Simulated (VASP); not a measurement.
# ZnGe2N2 (P-6m2) in VASP: relaxation of cell and atoms with PBE

Aim: the relaxation of cell and atoms of ZnGe2N2 with PBE.

Everything below comes from runs of VASP 6.6.1. Logs are shortened: lines on timing, memory, paths and dates and some standing lists are left out, and cuts for length are marked.

### Step 1. The structure

The structure is hexagonal, space group P-6m2 (No. 187). The conventional cell has a = 3.747 Å, b = 3.747 Å, c = 6.486 Å, α = 90.00°, β = 90.00°, γ = 120.00°. Zn (site symmetry -6m2) is surrounded by 3 N at 2.16 Å. Ge (site symmetry 3m) has 4 N at 2.12 to 2.44 Å and 1 Ge at 2.24 Å as nearest neighbours. Around N (site symmetry -6m2) lie 2 Ge at 2.12 Å and 3 Zn at 2.16 Å. N (site symmetry -6m2) is surrounded by 6 Ge at 2.44 Å.

The cell was built by a generator and needn't be a form met in nature.

### Step 2. Relaxation of cell and atoms, PBE

Input file INCAR:

```
ALGO     = Fast           # electronic algorithm
EDIFF    = 1E-4           # SCF threshold, eV
EDIFFG   = -0.08          # ionic threshold
ENCUT    = 520            # plane-wave cutoff, eV
GGA      = PE             # functional
IBRION   = 2              # ionic algorithm
ISIF     = 3              # what is computed and relaxed
ISMEAR   = 0              # smearing method
LASPH    = True           # aspherical terms in the spheres
LCHARG   = False          # write CHGCAR
LREAL    = False          # projectors in reciprocal space
LWAVE    = False          # write WAVECAR
NELM     = 60             # most SCF steps
NSW      = 24             # ionic steps
PREC     = Normal         # precision mode
SIGMA    = 0.15           # smearing width, eV
```

Input file KPOINTS:

```
k-points
0
Gamma
  4 4 2
```

Input file POSCAR:

```
ZnGe2N2
1.0
    3.7472573500      0.0000000000      0.0000000000
   -1.8736286700      3.2452200600      0.0000000000
    0.0000000000      0.0000000000      6.4858799000
Zn Ge N
1 2 2
Direct
    0.6666666700      0.3333333300      0.5000000000
    0.3333333300      0.6666666700      0.8274786400
    0.3333333300      0.6666666700      0.1725213600
    0.3333333300      0.6666666700      0.5000000000
    0.0000000000      0.0000000000      0.0000000000
```

Potentials or basis: VASP PAW PBE potentials, release 64 (Zn, Ge_d, N).

On the command line:

```sh
$ cat potpaw_PBE.64/Zn/POTCAR potpaw_PBE.64/Ge_d/POTCAR potpaw_PBE.64/N/POTCAR > POTCAR
$ mpirun -np 1 vasp_std > vasp.out
```

OUTCAR:

```text
EDIFF = 1E-4
   EDIFFG = -0.08
   ENCUT = 520
   GGA = PE
   IBRION = 2
   ISIF = 3
   ISMEAR = 0
   LASPH = True
   LREAL = False
   NELM = 60
   NSW = 24
   PREC = Normal

 ion  position               nearest neighbor table
   1  0.667  0.333  0.500-   4 2.16   4 2.16   4 2.16
   2  0.333  0.667  0.827-   4 2.12   3 2.24
   3  0.333  0.667  0.173-   4 2.12   2 2.24
   4  0.333  0.667  0.500-   2 2.12   3 2.12   1 2.16   1 2.16   1 2.16
   5  0.000  0.000  0.000-

  LATTYP: Found a hexagonal cell.
 ALAT       =     3.7472573500
 C/A-ratio  =     1.7308338591

  Lattice vectors:

 A1 = (   3.7472573500,   0.0000000000,   0.0000000000)
 A2 = (  -1.8736286700,   3.2452200600,   0.0000000000)
 A3 = (   0.0000000000,   0.0000000000,   6.4858799000)

Analysis of symmetry for initial positions (statically):
=====================================================================
 Subroutine PRICEL returns:
 Original cell was already a primitive cell.

 Routine SETGRP: Setting up the symmetry group for a
 hexagonal supercell.

 Subroutine GETGRP returns: Found 12 space group operations
 (whereof 12 operations were pure point group operations)
 out of a pool of 24 trial point group operations.

The static configuration has the point symmetry D_3h.

Analysis of symmetry for dynamics (positions and initial velocities):
=====================================================================
 Subroutine PRICEL returns:
 Original cell was already a primitive cell.

 Routine SETGRP: Setting up the symmetry group for a
 hexagonal supercell.

 Subroutine GETGRP returns: Found 12 space group operations
 (whereof 12 operations were pure point group operations)
 out of a pool of 24 trial point group operations.

The dynamic configuration has the point symmetry D_3h.

 Subroutine INISYM returns: Found 12 space group operations
 (whereof 12 operations are pure point group operations),
 and found     1 'primitive' translations

----------------------------------------------------------------------------------------

                                     Primitive cell

  volume of cell :      78.8727

  direct lattice vectors                    reciprocal lattice vectors
     3.747257350  0.000000000  0.000000000     0.266861842  0.154072756  0.000000000
    -1.873628670  3.245220060  0.000000000     0.000000000  0.308145513  0.000000000
     0.000000000  0.000000000  6.485879900     0.000000000  0.000000000  0.154181085

  length of vectors
     3.747257350  3.747257348  6.485879900     0.308145513  0.308145513  0.154181085

  position of ions in fractional coordinates (direct lattice)
     0.666666670  0.333333330  0.500000000
     0.333333330  0.666666670  0.827478640
     0.333333330  0.666666670  0.172521360
[... 54 lines left out ...]
   NGXF,Y,Z  is equivalent  to a cutoff of  21.30, 21.30, 18.46 a.u.
 SYSTEM =  unknown system
   PREC   = normal    normal or accurate (medium, high low for compatibility)
   ISTART =      0    job   : 0-new  1-cont  2-samecut
   ICHARG =      2    charge: 1-file 2-atom 10-const
   ISPIN  =      1    spin polarized calculation?
   LNONCOLLINEAR =      F non collinear calculations
   LSORBIT =      F    spin-orbit coupling
   LASPH  =      T    aspherical Exc in radial PAW
   ENCUT  =  520.0 eV  38.22 Ry    6.18 a.u.   6.97  6.97 12.06*2*pi/ulx,y,z
   NELM   =     60;   NELMIN=  2; NELMDL= -5     # of ELM steps
   EDIFF  = 0.1E-03   stopping-criterion for ELM
   LREAL  =      F    real-space projection
   EDIFFG = -.8E-01   stopping-criterion for IOM
   NSW    =     24    number of steps for IOM
   IBRION =      2    ionic relax: 0-MD 1-quasi-New 2-CG
   NFREE  =      1    steps in history (QN), initial steepest desc. (CG)
   ISIF   =      3    stress and relaxation
   ISYM   =      2    0-nonsym 1-usesym 2-fastsym
   POTIM  = 0.5000    time-step for ionic-motion
   TEBEG  =    0.0;   TEEND  =   0.0 temperature during run
   PSTRESS=    0.0 pullay stress
   NELECT =      50.0000    total number of electrons
   NUPDOWN=      -1.0000    fix difference up-down
   EMIN   =  10.00;   EMAX   =-10.00  energy-range for DOS
   EFERMI =   0.00;   METHOD = LEGACY
   ISMEAR =     0;   SIGMA  =   0.15  broadening in eV -4-tet -1-fermi 0-gaus
   EFERMI_NEDOS =   21; number of points for ismear=-14 and -15
   IALGO  =     68    algorithm
   IMIX   =      4    mixing-type and parameters
     AMIX     =   0.40;   BMIX     =  1.00
     AMIX_MAG =   1.60;   BMIX_MAG =  1.00
  volume/ion in A,a.u.               =      15.77       106.45
  Fermi-wavevector in a.u.,A,eV,Ry     =   1.406337  2.657591 26.909370  1.977783
  Thomas-Fermi vector in A             =   2.528707
   LORBIT       =      0    0 simple, 1 ext, 2 COOP (PROOUT), +10 PAW based schemes
   GGA     = PE    functional components
   LHFCALC =     F    Hartree Fock is set to
   AEXX    =    0.0000 exact exchange contribution
   IVDW    =     0    specifies the selected vdW correction
   LEPSILON=     F    determine dielectric tensor
   LRPA    =     F    only Hartree local field effects (RPA)
 conjugate gradient relaxation of ions
 non-spin polarized calculation
 RMM-DIIS sequential band-by-band and
 Gauss-broadening in eV      SIGMA  =   0.15
  energy-cutoff  :      520.00
  volume of cell :       78.87
 maximum number of plane-waves:      2134
   NGX = 13   NGY = 13   NGZ = 25

--------------------------------------- Ionic step        1  -------------------------------------------

 number of electron      49.9999907 magnetization

 Free energy of the ion-electron system (eV)
  ---------------------------------------------------
  ext. energy  EPLUGINS =         0.00000000
  ---------------------------------------------------
  free energy    TOTEN  =       -21.97648341 eV

  energy without entropy =      -21.94932594  energy(sigma->0) =      -21.96290468

 E-fermi :   4.3658     XC(G=0): -10.5071

 val. band max:        4.2812107650   @ k =   0.2500   0.2500   0.0000
 cond. band min:       4.4383546237   @ k =   0.2500   0.0000   0.0000
 fundamental gap:      0.1571438588
 Fermi energy:         4.3657927823

 k-point     1 :       0.0000    0.0000    0.0000
  band No.  band energies     occupation
      1     -21.0425      2.00000
      2     -20.8259      2.00000
      3     -20.8259      2.00000
      4     -20.7177      2.00000
      5     -20.7177      2.00000
      6     -20.6905      2.00000
[... 564 lines left out ...]
--------------------------------------- Ionic step        9  -------------------------------------------

 number of electron      50.0000083 magnetization

 Free energy of the ion-electron system (eV)
  ---------------------------------------------------
  ext. energy  EPLUGINS =         0.00000000
  ---------------------------------------------------
  free energy    TOTEN  =       -23.63293762 eV

  energy without entropy =      -23.61925759  energy(sigma->0) =      -23.62609761

 E-fermi :   5.0869     XC(G=0): -11.1513

 val. band max:        4.8858468696   @ k =   0.2500   0.2500   0.5000
 cond. band min:       5.1780381494   @ k =   0.2500   0.0000   0.0000
 fundamental gap:      0.2921912798
 Fermi energy:         5.0868847320

 k-point     1 :       0.0000    0.0000    0.0000
  band No.  band energies     occupation
      1     -19.8465      2.00000
      2     -19.7851      2.00000
      3     -19.7851      2.00000
      4     -19.7803      2.00000
      5     -19.7803      2.00000
      6     -19.7781      2.00000
[... 285 lines left out ...]
  FREE ENERGIE OF THE ION-ELECTRON SYSTEM (eV)
  ---------------------------------------------------
  free  energy   TOTEN  =       -23.6329376221 eV

  energy  without entropy=      -23.6192575895  energy(sigma->0) =      -23.62609761

 reached required accuracy - stopping structural energy minimisation
```

OSZICAR:

```text
N       E                     dE             d eps       ncg     rms          rms(c)
DAV:   1     0.466951204940E+03    0.46695E+03   -0.24857E+04   546   0.397E+03
DAV:   2     0.619806351054E+02   -0.40497E+03   -0.39201E+03   480   0.862E+02
DAV:   3    -0.195980183653E+02   -0.81579E+02   -0.79524E+02   552   0.215E+02
[... 72 lines left out ...]
RMM:   3    -0.236330747825E+02    0.15951E-03   -0.64485E-04   494   0.224E-01    0.507E-02
RMM:   4    -0.236330233645E+02    0.51418E-04   -0.23507E-04   346   0.131E-01
   8 F= -.23633023E+02 E0= -.23626287E+02  d E =-.388357E-01
       N       E                     dE             d eps       ncg     rms          rms(c)
DAV:   1    -0.236329997603E+02    0.75022E-04   -0.88894E-03   632   0.756E-01    0.644E-02
RMM:   2    -0.236329376221E+02    0.62138E-04   -0.30728E-04   366   0.184E-01
   9 F= -.23632938E+02 E0= -.23626098E+02  d E =-.387499E-01
```

CONTCAR:

```text
ZnGe2N2
   1.00000000000000
     3.3408569367417118   -0.0000000005881977   -0.0000000000000000
    -1.6704284644225140    2.8932669781846490    0.0000000000000000
     0.0000000000000000   -0.0000000000000000    7.2975977608883715
  Zn              Ge              N
     1     2     2
Direct
     0.6666666699999979    0.3333333300000021    0.5000000000000000
     0.3333333300000021    0.6666666699999979    0.8095079622522409
     0.3333333300000021    0.6666666699999979    0.1904920377477592
     0.3333333300000021    0.6666666699999979    0.5000000000000000
     0.0000000000000000    0.0000000000000000    0.0000000000000000

  0.00000000E+00  0.00000000E+00  0.00000000E+00
  0.00000000E+00  0.00000000E+00  0.00000000E+00
  0.00000000E+00  0.00000000E+00  0.00000000E+00
  0.00000000E+00  0.00000000E+00  0.00000000E+00
  0.00000000E+00  0.00000000E+00  0.00000000E+00
```

Run time: 38 s. Hardware: 1 thread of Intel Xeon 6975P-C (Granite Rapids), shared host; peak memory 0.16 GiB.

What came out:

```
Free energy                            : -23.6329 eV
Relaxed volume                         : 14.11 Å³/atom
Relaxed cell                           : a = 3.341 Å, b = 3.341 Å, c = 7.298 Å, α = 90.00°, β = 90.00°, γ = 120.00°
Space group after relaxing (to 0.05 Å) : P-6m2 (No. 187)
Energy gained by relaxing              : 331.3 meV/atom
Ionic steps                            : 9
Pressure after relaxing                : -0.3 GPa
Band gap on the k mesh                 : none (metal or under the smearing width)
```

The path:
| step | energy change (eV) | largest force (eV/Å) | pressure (GPa) | volume (Å³) |
| --- | --- | --- | --- | --- |
| 1 | 0.0000 | 3.2234 | -2.74 | 78.87 |
| 2 | -1.3693 | 0.7159 | -5.13 | 75.34 |
| 3 | -1.4204 | 1.2035 | -5.86 | 74.50 |
| 4 | -1.6089 | 0.6016 | 3.90 | 68.03 |
| 5 | -1.6177 | 0.7623 | 2.42 | 69.21 |
| 6 | -1.6566 | 0.0690 | 1.33 | 70.41 |
| 7 | -1.6561 | 0.0239 | -0.44 | 70.60 |
| 8 | -1.6565 | 0.0374 | 0.76 | 70.51 |
| 9 | -1.6565 | 0.0007 | -0.26 | 70.54 |

Final structure:
```xyz
5
Lattice="3.3409 0.0000 0.0000 -1.6704 2.8933 0.0000 0.0000 0.0000 7.2976" Properties=species:S:1:pos:R:3 pbc="T T T"
Zn    1.6704    0.9644    3.6488
Ge    0.0000    1.9288    5.9075
Ge    0.0000    1.9288    1.3901
N     0.0000    1.9288    3.6488
N     0.0000    0.0000    0.0000
```

Caveat: the k mesh is coarse (spacing up to 0.48 Å⁻¹), so the values aren't converged; the relaxation stopped at a loose force limit of 0.08 eV/Å, so its end isn't a converged minimum.
